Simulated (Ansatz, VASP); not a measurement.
This is a calculation of Sn for VASP 6.6.1. This isn't the form of Sn at room conditions, which is tetragonal (white tin).

The input INCAR:

```
PREC = Accurate
ENCUT = 520
EDIFF = 1E-7
ISMEAR = 0
SIGMA = 0.013000000000000001
LREAL = F
LASPH = T
NELM = 100
ALGO = Normal
ISIF = 2
LWAVE = F
LCHARG = T
GGA = PE
LELF = T
LVHAR = T
```

The input KPOINTS:

```
regular mesh
0
Gamma
  7 7 7
```

Contents of POSCAR:

```
Sn
1.0
    0.0000000000      3.2333428000      3.2333428000
    3.2333428000      0.0000000000      3.2333428000
    3.2333428000      3.2333428000      0.0000000000
Sn
2
Direct
    0.7500000000      0.7500000000      0.7500000000
    0.5000000000      0.5000000000      0.5000000000
```

Potentials or basis: VASP PAW PBE potentials, release 64 (Sn_d).

Command:

```console
$ cat potpaw_PBE.64/Sn_d/POTCAR > POTCAR
$ mpirun -np 1 vasp_std > vasp.out
```

Task: Set up the same calculation for Ansatz 0.2.0. Potentials or basis there: all-electron LAPW, scalar-relativistic.

Result: As run (cutoffs and basis follow the program's own potentials, and thresholds, step limits or extra output files can differ):

File input.yaml:

```yaml
crystal:
  lattice:
    - [0.0, 3.2333428, 3.2333428]
    - [3.2333428, 0.0, 3.2333428]
    - [3.2333428, 3.2333428, 0.0]
  atoms:
    - { symbol: Sn, position: [0.75, 0.75, 0.75] }
    - { symbol: Sn, position: [0.5, 0.5, 0.5] }
kpoints:
  mp_grid: { grid: [7, 7, 7] }
scf:
  occupations: { method: gaussian, width: 0.013 }
hamiltonian:
  xc: pbe
  pseudopotentials: { kind: all_electron, lapw: { basis_error: 0.001 } }
output:
  forces: true
  stress: true
  eigenvalues: true
```

Potentials or basis: all-electron LAPW, scalar-relativistic.

The run is started by

```bash
$ ansatz run input.yaml --threads 1 --pin off --max-ram 3072MiB --backend cpu --events-out ev --progress --plain --runs-dir out
```

Both were run:

|  | VASP | Ansatz |
| --- | --- | --- |
| Pressure | 3.8 GPa | 3.8 GPa |

Where Ansatz's input types no cutoff or centring, it takes its own default and a Γ-centred mesh.

Pressure is positive in compression.
